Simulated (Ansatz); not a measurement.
# Levels of theory for LiF (CsCl type)

All numbers come from Ansatz 0.2.0. The cell comes from a prototype generator: it can be a known phase or a hypothetical one. Spin polarisation is off.

The cell is LiF in the CsCl-type structure; cell and atoms were relaxed with r2SCAN. Around Li lie 8 F at 2.18 Å; around F lie 8 Li at 2.18 Å.

Space group Pm-3m (No. 221). a = 2.516 Å, b = 2.516 Å, c = 2.516 Å, α = 90.00°, β = 90.00°, γ = 90.00°
```tsv
atom	site	symmetry	x	y	z
Li	1a	m-3m	0.0000	0.0000	0.0000
F	1b	m-3m	0.5000	0.5000	0.5000
```

Relaxed lattice by functional, symmetry kept:
```csv
functional,k mesh,a (Å),volume (Å³/atom)
PBE,12×12×12,2.560,8.39
r2SCAN,10×10×10,2.516,7.97
PBEsol,10×10×10,2.523,8.03
LDA,10×10×10,2.466,7.50
HSE06,6×6×6,2.525,8.05
```

Gaps on the r2SCAN cell, each the least over its mesh and the special points:
```
                                    level    k mesh  gap (eV)      kind         edges  least direct gap (eV)        rough cost
                                      LDA  10×10×10      7.74  indirect         M → Γ                   8.48  2.5 core-seconds
                                      PBE  10×10×10      7.93  indirect         M → Γ                   8.65  2.8 core-seconds
                                   r2SCAN  10×10×10      8.91  indirect         M → Γ                   9.64    5 core-seconds
                                    HSE06     8×8×8     10.17  indirect         M → Γ                  10.93  100 core-seconds
                                 DDH-PBE0     8×8×8     13.54  indirect         M → Γ                  14.33  100 core-seconds
                                     PBE0     8×8×8     10.93  indirect         M → Γ                  11.69  100 core-seconds
                                  r2SCAN0     8×8×8     11.57  indirect         M → Γ                  12.34  2.3 core-minutes
                             Hartree-Fock     8×8×8     20.49  indirect         M → Γ                  21.36  110 core-seconds
 G0W0@PBE (47 empty bands, 120 eV, 6×6×6)     6×6×6     11.68         –  M → Γ (mesh)                      –   21 core-seconds
G0W0@PBE (118 empty bands, 220 eV, 6×6×6)     6×6×6     11.95         –  M → Γ (mesh)                      –   80 core-seconds
```
PBE: smearing of 0.02 eV; the others have fixed occupations.
Wave cutoffs: 420 eV, 500 eV (r2SCAN, r2SCAN0).
The G0W0 gap is PBE's gap over the path plus the quasiparticle shift read on the mesh. G0W0 here is at a finite number of bands, screening cutoff and k mesh, not at the basis limit.
Costs come from shared machines and give only the order; PBE's includes the band path. The runs had 2 threads of Intel(R) Xeon(R) Processor @ 2.50GHz (Skylake/Cascade Lake) (shared host).

The HSE06 gap is indirect, 10.17 eV (M to Γ), below the direct gap of 10.93 eV at Γ.

r2SCAN covers 44 % of the step from PBE to HSE06, while HSE06 needs about 19 times r2SCAN's cost (on a coarser mesh). All these functionals give a gap of the same kind, indirect.

r2SCAN (ground state on 8×8×8): The clamped-ion dielectric constant comes out as 2.06 in all directions. Born charges, averaged over directions: Li +1.10, F -1.10 e. PBE (ground state on 8×8×8): The electronic dielectric tensor ε∞ is 2.16 in all directions. Born charges, averaged over directions: Li +1.10, F -1.10 e.

On the PBEsol cell (a = 2.523 Å), with PBEsol: One optical level at Γ is imaginary (97i cm⁻¹, printed negative), so this structure is unstable at this level. The electronic dielectric tensor ε∞ is 2.18 in all directions. Born charges, averaged over directions: Li +1.10, F -1.10 e.

The meshes of the hybrids are coarse, so their gaps aren't converged to the digits shown.
